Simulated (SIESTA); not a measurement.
The system is CoO.

```
CELL_PARAMETERS angstrom
0.00000 2.13150 2.13150
2.13150 0.00000 2.13150
2.13150 2.13150 0.00000
ATOMIC_POSITIONS crystal
Co 0.00000 0.00000 0.00000
O 0.50000 0.50000 0.50000
```

- Program: SIESTA 5.4.2
- Task: single point
- Functional: PBE
- Potentials or basis: PseudoDojo 0.4 standard (PBE files)
- Basis: DZP (energy shift 0.002 Ry)
- Grid cutoff: 800 Ry
- Energy shift: 0.002 Ry
- k mesh: 11 × 11 × 11
- Occupations: fermi-dirac, width 0.05 eV
- Spin: collinear spin, ferromagnetic start
- Starting moments: [2.0, 0.0] μB

On this cell: pressure -0.8 GPa; largest force zero by symmetry; net moment 2.98 μB per cell; site moments Co +2.62; O +0.36 μB; band gap on the k mesh none (metal or under the smearing width).

The same run follows on a disturbed copy (atoms moved at random, drawn with an rms of 0.05 Å):

```
Co O
1.0
     0.00000    2.13150    2.13150
     2.13150    0.00000    2.13150
     2.13150    2.13150    0.00000
Co O
1 1
Direct
  0.99261 0.00830 0.01507
  0.49712 0.51716 0.49531
```

Question: What changes?

Answer: The energy (extrapolated to zero smearing) moves by +0.8 meV/atom; pressure -0.6 GPa; largest force 0.069 eV/Å; net moment 2.98 μB per cell; site moments Co +2.62; O +0.36 μB; band gap on the k mesh none (metal or under the smearing width).

Forces on the atoms (eV/Å):
```
Co  -0.032 -0.047  0.040
O    0.031  0.045 -0.040
```

Stress tensor (GPa, compression positive):
```
-0.68 -0.07  0.07
-0.07 -0.49  0.10
 0.07  0.10 -0.59
```

Caveats: semicore shells carry a single zeta, which can move pressures by several GPa and volumes by a few percent; the basis of atomic orbitals isn't converged, which shifts pressures, moduli and gaps; a cell with one magnetic atom can't hold antiferromagnetic order, which such compounds often take; semilocal functionals often make such compounds metallic where correlation or magnetic order opens a gap, which also shifts bond lengths.
